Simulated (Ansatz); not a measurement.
Field gradients of SiO₂ from run to run

Cell of run 1: an entry of the Crystallography Open Database (COD; perhaps a calculated or model structure), taken as it stands.

```cif
data_SiO2
_symmetry_space_group_name_H-M 'P4_32_12'
_symmetry_Int_Tables_number 96
_cell_length_a 4.9329
_cell_length_b 4.9329
_cell_length_c 6.4645
_cell_angle_alpha 90.000
_cell_angle_beta 90.000
_cell_angle_gamma 90.000
loop_
_atom_site_label
_atom_site_type_symbol
_atom_site_symmetry_multiplicity
_atom_site_Wyckoff_symbol
_atom_site_fract_x
_atom_site_fract_y
_atom_site_fract_z
Si Si 4 a 0.8177 0.8177 0.5000
O O 8 b 0.2683 0.3646 0.8019
```

One atom of each set is listed.

Relaxed positions (PBE, cell held):

Si (0.8169, 0.8169, 0.5000)
O (0.2693, 0.3637, 0.8000)

All runs are DFT with Ansatz 0.2.0 (plane waves and PAW, scalar-relativistic unless spin–orbit coupling is named, Γ-centred meshes, Fermi–Dirac smearing where given) in this cell.

Run 1: PBE, atoms as given; 420 eV, 4×4×3 k-points, smearing 0.02 eV.
Run 2: PBE, atoms relaxed; 420 eV, 4×4×3 k-points, smearing 0.02 eV.
Run 3: r2SCAN, at the relaxed atoms; 500 eV, 4×4×3 k-points, smearing 0.02 eV.

(1) What does each run give, and what moves the gradients most?

Results:

(1) 

```tsv
run	Si V_zz (η)	O V_zz (η)
1	0.69 (0.24)	9.07 (0.29)
2	0.60 (0.06)	9.06 (0.32)
3	0.57 (0.05)	8.94 (0.32)
```

V_zz in 10²¹ V/m². Against run 1, the gradient tensors on these sites move by at most 0.27 in run 2 (O), 0.31 in run 3 (O). Taken one at a time, the positions of the atoms (as given or relaxed) move the tensors on these sites by up to 0.27 (largest principal value of the change, on O), the functional (r2SCAN with its higher cutoff) by 0.12 (O).

The cell is 8 % smaller than that of α-cristobalite at ambient conditions, so the entry probably stands for a crystal under pressure. In run 3 the atoms aren't at the calculated equilibrium (largest force 0.34 eV/Å).
